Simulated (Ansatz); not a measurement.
# SnSe: how the settings move a single-point run

Aim: see which settings change the result for SnSe, by how much, and at what cost. The cell is built on a prototype (NiAs type) and needn't be the phase found in nature.

Computed with Ansatz 0.2.0 (reference: DFT, PBE, plane waves, PAW, unless a step's input says otherwise).

2 further runs of the same task are left out: 2 that didn't finish.

## (1) The system as given

It takes space group P6_3/mmc (No. 194, hexagonal). The conventional cell has a = 4.138 Å, b = 4.138 Å, c = 7.484 Å, α = 90.00°, β = 90.00°, γ = 120.00°. Sn (site symmetry -3m) is surrounded by 6 Se at 3.03 Å. Around Se (site symmetry -6m2) lie 6 Sn at 3.03 Å.

As a file:

```xyz
4
Lattice="4.1382 0.0000 0.0000 -2.0691 3.5838 0.0000 0.0000 0.0000 7.4841" Properties=species:S:1:pos:R:3 pbc="T T T"
Sn    0.0000    0.0000    0.0000
Sn    0.0000    0.0000    3.7420
Se    0.0000    2.3892    1.8710
Se    2.0691    1.1946    5.6131
```

## (2) Reference

File input.yaml:

```yaml
crystal:
  lattice:
    - [4.1382210481, 0.0, 0.0]
    - [-2.069110524, 3.5838045541, 0.0]
    - [0.0, 0.0, 7.4840920913]
  atoms:
    - { symbol: Sn, position: [0.0, 0.0, 0.0] }
    - { symbol: Sn, position: [0.0, 0.0, 0.5] }
    - { symbol: Se, position: [0.3333333333, 0.6666666667, 0.25] }
    - { symbol: Se, position: [0.6666666667, 0.3333333333, 0.75] }
kpoints:
  mp_grid: { grid: [6, 6, 2] }
hamiltonian:
  xc: pbe
scf:
  occupations: { method: fermi_dirac, width: 0.02 }
  n_extra_bands: 5
output:
  forces: true
  stress: true
  eigenvalues: true
```

The run is started by

```
$ ansatz run input.yaml --threads 4 --pin off --max-ram 3686MiB --backend cpu --events-out ev --progress --plain --runs-dir out
```

## (3) Variant: dispersion d3bj

input.yaml: that of step 2 with these lines changed.

```diff
@@ -14,2 +14,3 @@
   xc: pbe
+  dispersion: d3bj
 scf:
```

## (4) Changing settings: dr2_threshold 1.0e-12

input.yaml: that of step 2 with these lines changed.

```diff
@@ -17,2 +17,4 @@
   n_extra_bands: 5
+  convergence: { dr2_threshold: 1.0e-12 }
+  max_iter: 64
 output:
```

## (5) Variant: xc mr2scan

input.yaml: that of step 2 with these lines changed.

```diff
@@ -13,3 +13,3 @@
 hamiltonian:
-  xc: pbe
+  xc: mr2scan
 scf:
```

## (6) Changing settings: exchange pbe, correlation pbe, coeff 0.3, omega 0.1

input.yaml: that of step 2 with these lines changed.

```diff
@@ -13,3 +13,3 @@
 hamiltonian:
-  xc: pbe
+  xc: { exchange: pbe, correlation: pbe, exx: { coeff: 0.3, omega: 0.1 } }
 scf:
```

## (7) Changed: exchange pbe, correlation pbe, coeff 1.0, omega 0.1

input.yaml: that of step 2 with these lines changed.

```diff
@@ -13,3 +13,3 @@
 hamiltonian:
-  xc: pbe
+  xc: { exchange: pbe, correlation: pbe, exx: { coeff: 1.0, omega: 0.1 } }
 scf:
```

**Question.** What will these runs give? Wanted: for each run, ending; energy change; pressure; gap; force.

**Answer**, as computed:

| run | ending | energy change | pressure (GPa) | gap (eV) | force (eV/Å) | cycles | time |
| --- | --- | --- | --- | --- | --- | --- | --- |
| reference | converged | 0 | 0.9 | 0.00 | 0.00 | 6 | 1.1 s |
| 1: dispersion d3bj | converged | -345.1 meV/atom (offset of the dispersion model) | -1.2 | 0.00 | 0.00 | 6 | 1.1 s |
| 2: dr2_threshold 1.0e-12 | converged | 0.0 meV/atom | 0.9 | 0.00 | 0.00 | 9 | 1.4 s |
| 3: xc mr2scan | converged | not comparable | 0.0 | 0.00 | 0.00 | 6 | 3 s |
| 4: exchange pbe, correlation pbe, coeff 0.3, omega 0.1 | converged | not comparable | -0.5 | 0.00 | 0.00 | 28 | 37 s |
| 5: exchange pbe, correlation pbe, coeff 1.0, omega 0.1 | converged | not comparable | -2.0 | 0.61 | 0.00 | 61 | 60 s |

Residual by cycle in the longest SCF loop of each run; runs are numbered as in the table. The quantity is the density residual dr2, in eV.

| cycle | reference | run 1 | run 2 | run 3 | run 4 | run 5 |
| --- | --- | --- | --- | --- | --- | --- |
| 1 | 0.0019 | 0.0019 | 0.0019 | 0.0427 | 5.3e-5 | 9.8e-5 |
| 2 | 2.2e-4 | 2.2e-4 | 2.2e-4 | 0.00867 | 1.2e-5 | 3.4e-5 |
| 3 | 4.4e-5 | 4.4e-5 | 4.4e-5 | 1.5e-4 | 6.3e-6 | 3.0e-5 |
| 4 | 9.1e-6 | 9.1e-6 | 9.1e-6 | 1.2e-5 | 6.7e-7 | 2.9e-5 |
| 5 | 4.8e-7 | 4.8e-7 | 4.8e-7 | 3.2e-6 | 3.6e-7 | 8.6e-5 |
| 6 | 1.5e-8 | 1.5e-8 | 1.5e-8 | 8.3e-8 | 4.3e-8 | 7.8e-5 |
| 7 | - | - | 6.7e-10 | - | 3.9e-8 | 0.00207 |
| 8 | - | - | 2.1e-11 | - | 3.1e-8 | 4.2e-6 |
| 9 | - | - | 6.7e-13 | - | 6.6e-9 | 9.6e-10 |

What this shows: «dr2_threshold 1.0e-12» leaves the energy as it was. Semilocal functionals close small gaps, so the missing gap need not be the real solid's. Of the variants the dearest is «exchange pbe, correlation pbe, coeff 1.0, omega 0.1» (60 s), the cheapest «dispersion d3bj» (1.1 s), on a shared host.
